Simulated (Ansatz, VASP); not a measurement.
Given: the input of a run of VASP 6.6.1 on ZnSe (Stilleite).

INCAR

```
SYSTEM = ZnSe
PREC = Accurate ; ENCUT = 520
EDIFF = 1E-6 ; ISMEAR = 0
SIGMA = 0.025 ; LREAL = .False.
LASPH = .True. ; NELM = 60
ALGO = Normal ; ISIF = 2
LWAVE = .False. ; LCHARG = .False.
GGA = PE ; NBANDS = 16
```

The input KPOINTS:

```
regular mesh
0
Gamma
  8 8 8
  0 0 0
```

POSCAR

```
ZnSe
1.0
    0.0000000000      2.8338000000      2.8338000000
    2.8338000000      0.0000000000      2.8338000000
    2.8338000000      2.8338000000      0.0000000000
Se Zn
1 1
Direct
    0.7500000000      0.7500000000      0.7500000000
    0.0000000000      0.0000000000      0.0000000000
```

Potentials or basis: VASP PAW PBE potentials, release 64 (Se, Zn).

Run with:

```sh
$ cat potpaw_PBE.64/Se/POTCAR potpaw_PBE.64/Zn/POTCAR > POTCAR
$ mpirun -np 1 vasp_std > vasp.out
```

Question: Translate it to Ansatz 0.2.0. Potentials there: all-electron LAPW, scalar-relativistic.

Answer: As run (the cutoff follows the program's own potentials):

Contents of input.yaml:

```yaml
crystal:
  lattice:
    - [0.0, 2.8338, 2.8338]
    - [2.8338, 0.0, 2.8338]
    - [2.8338, 2.8338, 0.0]
  atoms:
    - { symbol: Se, position: [0.75, 0.75, 0.75] }
    - { symbol: Zn, position: [0.0, 0.0, 0.0] }
kpoints:
  mp_grid: { grid: [8, 8, 8] }
scf:
  occupations: { method: gaussian, width: 0.025 }
hamiltonian:
  xc: pbe
  pseudopotentials: { kind: all_electron, lapw: { basis_error: 0.001 } }
output:
  forces: true
  stress: true
  eigenvalues: true
```

Potentials or basis: all-electron LAPW, scalar-relativistic.

Run with:

```sh
$ ansatz run input.yaml --threads 1 --pin off --max-ram 3072MiB --backend cpu --events-out ev --progress --plain --runs-dir out
```

Both were run:

|  | VASP | Ansatz | Ansatz less VASP |
| --- | --- | --- | --- |
| gap on the k mesh at the Fermi level (eV) | 1.29 | 1.29 | 0.000 |
| least direct gap on the mesh (eV) | 1.29 | 1.29 | 0.000 |
| pressure (GPa) | 2.3 | 2.1 | -0.22 |

Ansatz ran all-electron here, so the differences hold the error of VASP's frozen core and of both bases.

Expect the measured gap to be larger: semilocal functionals such as PBE lack the derivative discontinuity.
